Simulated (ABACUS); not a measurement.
Write the native input for ABACUS 3.10.1 that does the following.

```yaml
Task: single point
Functional: PBE
Potentials_or_basis: PseudoDojo NC SR 0.4.1 PBE standard
Cutoff: 1211 eV
Density_cutoff: 4844 eV
Basis: plane waves
k_mesh: 10 × 10 × 10
Occupations: fermi-dirac, width 0.05 eV
Spin: no spin polarisation
Radial_cutoff_of_the_potentials_pseudo_rcut: 10 bohr
SCF_threshold_on_the_density: 1e-08
Max_SCF_steps: 100
Eigensolver: dav
Mixing: broyden
Mixing_share: 0.7
Symmetry_key: 1
Bands: 12
```

The system is NaF (Villiaumite).

```
Na F
1.0
     0.00000    2.32000    2.32000
     2.32000    0.00000    2.32000
     2.32000    2.32000    0.00000
Na F
1 1
Direct
  0.99536 0.00740 0.00911
  0.49935 0.50326 0.48739
```

The cell isn't the ideal one: atoms moved at random, drawn with an rms of 0.05 Å.

These files were run (other wordings do the same):

INPUT

```
INPUT_PARAMETERS
suffix              NaF
calculation         scf
basis_type          pw
pseudo_dir          ./
symmetry            1
dft_functional      pbe
ecutwfc             89
pseudo_rcut         10
nspin               1
nbands              12
ks_solver           dav
smearing_method     fd
smearing_sigma      0.00367493
scf_thr             1e-08
scf_nmax            100
mixing_type         broyden
mixing_beta         0.7
cal_force           1
cal_stress          1
kpar                4
```

STRU

```
ATOMIC_SPECIES
Na 22.9898 Na.upf
F 18.9984 F.upf

LATTICE_CONSTANT
1.8897261246

LATTICE_VECTORS
0.0000000000 2.3200000000 2.3200000000
2.3200000000 0.0000000000 2.3200000000
2.3200000000 2.3200000000 0.0000000000

ATOMIC_POSITIONS
Direct

Na
0.0
1
-0.0046440000 0.0073970000 0.0091130000 1 1 1

F
0.0
1
0.4993530000 0.5032590000 0.4873860000 1 1 1
```

KPT

```
K_POINTS
0
Gamma
10 10 10 0 0 0
```

Potentials or basis: PseudoDojo NC SR 0.4.1 PBE standard, plane waves.

The run is started by

```bash
$ OMP_NUM_THREADS=1 mpirun -np 4 abacus > log
```

Results of the run:

| Quantity | Value |
| --- | --- |
| Pressure | 2.0 GPa |
| Largest force | 0.172 eV/Å |
| Band gap on the k mesh | 6.32 eV, direct |

Wall time 56 s on 4 MPI ranks on Intel(R) Xeon(R) Platinum 8488C (Sapphire Rapids), with other jobs on the host, peak memory 0.56 GiB a rank.
